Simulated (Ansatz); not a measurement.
Hf2S:

```
Hf S
1.0
     3.37427    0.00000    0.00000
    -1.68714    2.92221    0.00000
     0.00000    0.00000   11.71741
Hf S
4 2
Direct
  0.33333 0.66667 0.10019
  0.66667 0.33333 0.60019
  0.33333 0.66667 0.39981
  0.66667 0.33333 0.89981
  0.00000 0.00000 0.25000
  0.00000 0.00000 0.75000
```

The cell comes from a database or a generator and needn't be the stable form of this composition.

* Program: Ansatz 0.2.0
* Task: relaxation of cell and atoms
* Functional: PBEsol
* Potentials or basis: Ansatz PAW
* Cutoff: 420 eV (not typed: the program's choice for these potentials)
* k mesh: 9 × 9 × 3
* Occupations: fermi-dirac, width 0.05 eV
* Spin: no spin polarisation

At the start: volume 19.26 Å³/atom.

Task: Where does the relaxation end?

Result: It ends after 5 steps and the volume is 18.84 Å³/atom (-2.2 %); space group P6_3/mmc (No. 194, to 0.05 Å).

The path:
| step | energy change (eV) | largest force (eV/Å) | volume (Å³) |
| --- | --- | --- | --- |
| 1 | 0.0000 | 0.1522 | 115.54 |
| 2 | -0.0243 | 0.0804 | 113.51 |
| 3 | -0.0266 | 0.0500 | 113.13 |
| 4 | -0.0270 | 0.0004 | 113.05 |
| 5 | -0.0264 | 0.0006 | 113.05 |

Final structure:
```
CELL_PARAMETERS angstrom
3.34138 0.00000 0.00000
-1.67069 2.89372 0.00000
0.00000 0.00000 11.69233
ATOMIC_POSITIONS crystal
Hf 0.33333 0.66667 0.10093
Hf 0.66667 0.33333 0.60093
Hf 0.33333 0.66667 0.39907
Hf 0.66667 0.33333 0.89907
S 0.00000 0.00000 0.25000
S 0.00000 0.00000 0.75000
```

Caveat: the plane-wave basis is chosen anew once the cell has moved, so the energies of steps on either side of that aren't comparable; the PAW data sets come from PBE, with cores solved anew for the run's functional, which leaves a small shift of forces and pressure.
